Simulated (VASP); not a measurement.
**VASP 6.6.1 run: CdTe**

INCAR

```
GGA = PS
LDAUJ = 0 0
LDAUU = 8.0 0
ENCUT = 520
ISMEAR = -1
PREC = Accurate
NBANDS = 16
LASPH = .TRUE.
IBRION = -1
LCHARG = .FALSE.
NELM = 82
LREAL = .FALSE.
LDAUL = 2 -1
LDAU = .TRUE.
NSW = 0
EDIFF = 1E-7
LWAVE = .FALSE.
ISIF = 2
LDAUTYPE = 2
LMAXMIX = 4
SIGMA = 0.02
```

KPOINTS

```
KPOINTS created by Atomic Simulation Environment
0
Gamma
8 8 8
0 0 0
```

POSCAR

```
Cd Te
 1.0000000000000000
     0.0000000000000000    3.0443556720503655    3.0443556720503655
     3.0443556720503655    0.0000000000000000    3.0443556720503655
     3.0443556720503655    3.0443556720503655   -0.0000000000000000
 Cd  Te
   1   1
Cartesian
 -0.0000000000000000 -0.0000000000000000  0.0000000000000000
  3.0443556720503655  3.0443556720503655  3.0443556720503655
```

The recommended PBE PAW datasets give the neutral cell 18 valence electrons.

Command

```
mpirun -np 1 vasp_std
```

OSZICAR

```
N       E                     dE             d eps       ncg     rms          rms(c)
DAV:   1     0.100960084898E+03    0.10096E+03   -0.86718E+03   936   0.989E+02
DAV:   2    -0.839093151627E+00   -0.10180E+03   -0.98047E+02  1144   0.230E+02
DAV:   3    -0.446753431301E+01   -0.36284E+01   -0.36193E+01  1104   0.483E+01
DAV:   4    -0.449237795159E+01   -0.24844E-01   -0.24843E-01  1264   0.404E+00
DAV:   5    -0.449275231858E+01   -0.37437E-03   -0.37437E-03  1144   0.427E-01    0.945E+00
DAV:   6    -0.429893084050E+01    0.19382E+00   -0.58374E-01  1064   0.102E+01    0.585E+00
DAV:   7    -0.433372415924E+01   -0.34793E-01   -0.98447E-02  1064   0.259E+00    0.245E+00
DAV:   8    -0.434203592235E+01   -0.83118E-02   -0.24524E-02  1016   0.163E+00    0.525E-01
DAV:   9    -0.434234811207E+01   -0.31219E-03   -0.21465E-03  1056   0.555E-01    0.624E-02
DAV:  10    -0.434235902431E+01   -0.10912E-04   -0.16563E-04  1128   0.122E-01    0.340E-02
DAV:  11    -0.434236337502E+01   -0.43507E-05   -0.16493E-05  1192   0.346E-02    0.127E-02
DAV:  12    -0.434236234880E+01    0.10262E-05   -0.90605E-07  1136   0.829E-03    0.613E-03
DAV:  13    -0.434236231003E+01    0.38775E-07   -0.44448E-07  1048   0.455E-03
   1 F= -.43423623E+01 E0= -.43408813E+01  d E =-.296206E-02
```

From OUTCAR

```
k-points           NKPTS =     29   k-points in BZ     NKDIM =     29   number of bands    NBANDS=     16

   NELECT =      18.0000    total number of electrons

   dimension x,y,z NGX =    32 NGY =   32 NGZ =   32
   dimension x,y,z NGXF=    64 NGYF=   64 NGZF=   64

  energy-cutoff  :      520.00
  volume of cell :       56.43
      direct lattice vectors                 reciprocal lattice vectors
     0.000000000  3.044355672  3.044355672    -0.164238366  0.164238366  0.164238366
     3.044355672  0.000000000  3.044355672     0.164238366 -0.164238366  0.164238366
     3.044355672  3.044355672  0.000000000     0.164238366  0.164238366 -0.164238366

 k-points in reciprocal lattice and weights: KPOINTS created by Atomic Simulation Env
   0.00000000  0.00000000  0.00000000       0.002
   0.12500000  0.00000000  0.00000000       0.016
   0.25000000  0.00000000  0.00000000       0.016
   0.37500000  0.00000000  0.00000000       0.016
   0.50000000  0.00000000  0.00000000       0.008
   0.12500000  0.12500000  0.00000000       0.012
   0.25000000  0.12500000  0.00000000       0.047
   0.37500000  0.12500000  0.00000000       0.047
   ...

 E-fermi :   3.6597

 k-point     1 :       0.0000    0.0000    0.0000
  band No.  band energies     occupation
      1      -8.3525      2.00000
      2      -8.3525      2.00000
      3      -8.1867      2.00000
      4      -8.1867      2.00000
      5      -8.1867      2.00000
      6      -7.8047      2.00000
      7       3.4015      2.00000
      8       3.4015      2.00000
      9       3.4015      2.00000
     10       4.2378      0.00000
     11      10.4299      0.00000
     12      10.4299      0.00000
     13      10.4299      0.00000
     14      11.6563      0.00000
     15      11.6563      0.00000
     16      11.6563      0.00000

 k-point     2 :       0.1250    0.0000    0.0000
  band No.  band energies     occupation
      1      -8.3605      2.00000
      2      -8.3605      2.00000
      3      -8.1878      2.00000
      4      -8.1811      2.00000
      5      -8.1811      2.00000
      6      -7.6801      2.00000
      7       1.9664      2.00000
      8       3.4095      1.99999
      9       3.4095      1.99999
     10       5.5122      0.00000
     11       9.7054      0.00000
     12      10.1980      0.00000
     13      10.1980      0.00000
     14      11.0585      0.00000
     15      11.0585      0.00000
     16      11.3166      0.00000

 k-point     3 :       0.2500    0.0000    0.0000
  band No.  band energies     occupation
      1      -8.3809      2.00000
      2      -8.3809      2.00000
      3      -8.1916      2.00000
      4      -8.1660      2.00000
      5      -8.1660      2.00000
      6      -7.3400      2.00000
      7       0.3231      2.00000
      8       3.4435      1.99996
      9       3.4435      1.99996
     10       6.4533      0.00000
     11       9.0421      0.00000
     12       9.0421      0.00000
     13       9.0879      0.00000
     14      11.2367      0.00000
     15      11.8811      0.00000
     16      11.8811      0.00000

 ...

  Total       -1.0459562     -1.0459562     -1.0459562     -0.0000000     -0.0000000     -0.0000000
  in kB      -29.6966798    -29.6966798    -29.6966798     -0.0000000     -0.0000000     -0.0000000
  external PRESSURE =     -29.6966798 kB  Pullay stress =       0.0000000 kB

 POSITION                                       TOTAL-FORCE (eV/Angst)
 -----------------------------------------------------------------------------------
      0.00000      0.00000      0.00000        -0.000000     -0.000000      0.000000
      3.04436      3.04436      3.04436         0.000000      0.000000     -0.000000
 -----------------------------------------------------------------------------------
    total drift:                                0.000000     -0.000000     -0.000000

  FREE ENERGIE OF THE ION-ELECTRON SYSTEM (eV)
  ---------------------------------------------------
  free  energy   TOTEN  =        -4.3423623100 eV

  energy  without entropy=       -4.3394002454  energy(sigma->0) =       -4.34088128
```

It converged. Results: gap between bands v and c on the k mesh -1.04 eV (bands overlap: a metal); least direct gap on the k mesh 0.84 eV; pressure -3.0 GPa. Band v is the last that the valence electrons fill when counted band by band, and c is the next.

For comparison, a separate PBEsol run of the intended cell, on usual settings and not on those above, gives a gap of -1.39 eV on its mesh and a pressure of -2.1 GPa.

The run above took about 22 s on one core of a shared host (Intel Xeon Platinum 8488C) and held 0.17 GiB at most.
